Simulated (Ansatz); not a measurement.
Crystal: Au.

```
Au
1.0
     0.00000    2.03500    2.03500
     2.03500    0.00000    2.03500
     2.03500    2.03500    0.00000
Au
1
Cartesian
  0.0000 0.0000 0.0000
```

Base run:

```yaml
Program: Ansatz 0.2.0
Functional: exchange-only PBE
Potentials_or_basis: Ansatz PAW
Cutoff: "420 eV (not typed: the program's choice for these potentials)"
k_mesh: 11 × 11 × 11
Occupations: fermi-dirac, width 0.05 eV
Spin: no spin polarisation
```

Its results: band gap on the k mesh none (metal or under the smearing width); pressure 36.5 GPa.

Q: The run is repeated on the same cell with these changes: functional from exchange-only PBE to r2SCAN; cutoff from 420 eV (not typed: the program's choice for these potentials) to 500 eV (not typed: the program's choice for these potentials). What comes out?

A: Band gap on the k mesh none (metal or under the smearing width); pressure 6.8 GPa.

Caveats: spin-orbit coupling is left out, which moves the levels of the heavy elements; the PAW data sets come from PBE, with cores solved anew for the run's functional, which leaves a small shift of forces and pressure; a pressure of tens of GPa on the cell as given is suspect, and the run, the potentials or the cell itself is likely at fault (some runs).
